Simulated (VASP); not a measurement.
Set up this calculation in VASP 6.6.1, as the native input.

```yaml
Task: single point
Functional: PBE
Dispersion: D3(BJ)
Potentials_or_basis: VASP PAW PBE potentials, release 64 (O, H, Cl)
Cutoff: 520 eV
k_mesh: 1 × 1 × 1
Occupations: fermi-dirac, width 0.05 eV
Spin: no spin polarisation
Dipole_correction: no
Further_INCAR_settings: LREAL = Auto; ALGO = Normal; EDIFF = 1e-07; NBANDS = 44
```

The structure of H13ClO6 lies in POSCAR:

```
H13ClO6
1.0
    6.6965600000      0.0000000000      0.0000000000
    0.0000000000      6.6965600000      0.0000000000
    0.0000000000      0.0000000000      6.6965600000
O H Cl
6 13 1
Direct
    0.4921930066      0.6426881862      0.4968670482
    0.5703973383      0.9023140239      0.9214880476
    0.3453116227      0.1483448218      0.3203137133
    0.2363153619      0.1830790734      0.7231922061
    0.8348614811      0.2059564911      0.5703973383
    0.8362950530      0.8623532082      0.6004127492
    0.3623800877      0.6395074486      0.4221271817
    0.4796193867      0.5700389454      0.6136135568
    0.5034973180      0.9308211977      0.7982456664
    0.5231790651      0.9817577980      1.0179106885
    0.2631799013      0.2737375608      0.2759177847
    0.3526885446      0.1615605624      0.4913567563
    0.1906949240      0.3129367914      0.7669161480
    0.2039554637      0.0793989750      0.8152842654
    0.9257887632      0.3188801414      0.5629457513
    0.7634964818      0.2064343484      0.4342677434
    0.8491822667      1.0135950398      0.5568082717
    0.8480025565      0.8165087747      0.7378713847
    0.8418352109      0.7419331717      0.4947017573
    0.9613293990      0.5446527769      0.3439079169
```

The cell was built by a generator and needn't be a form met in nature.

These files were run (other wordings do the same):

INCAR

```
  ALGO = Normal
  EDIFF = 1E-7
  ENCUT = 520
  GGA = PE
  ISIF = 2
  ISMEAR = -1
  IVDW = 12
  LASPH = True
  LCHARG = False
  LREAL = Auto
  LWAVE = False
  NBANDS = 44
  NELM = 60
  PREC = Accurate
  SIGMA = 0.05
```

KPOINTS

```
k-points
0
Gamma
  1 1 1
```

Potentials or basis: VASP PAW PBE potentials, release 64 (O, H, Cl).

Command:

```bash
$ cat potpaw_PBE.64/O/POTCAR potpaw_PBE.64/H/POTCAR potpaw_PBE.64/Cl/POTCAR > POTCAR
$ mpirun -np 1 vasp_gam > vasp.out
```

It gave:

```json
{"Pressure": "0.1 GPa", "Largest force": "5.264 eV/Å", "Band gap on the k mesh": "3.49 eV, direct", "Dispersion energy per atom": "-0.029 eV"}
```

It took 29 s on 1 thread of Intel(R) Xeon(R) Platinum 8488C (Sapphire Rapids), with other jobs on the host, peak memory 0.32 GiB.
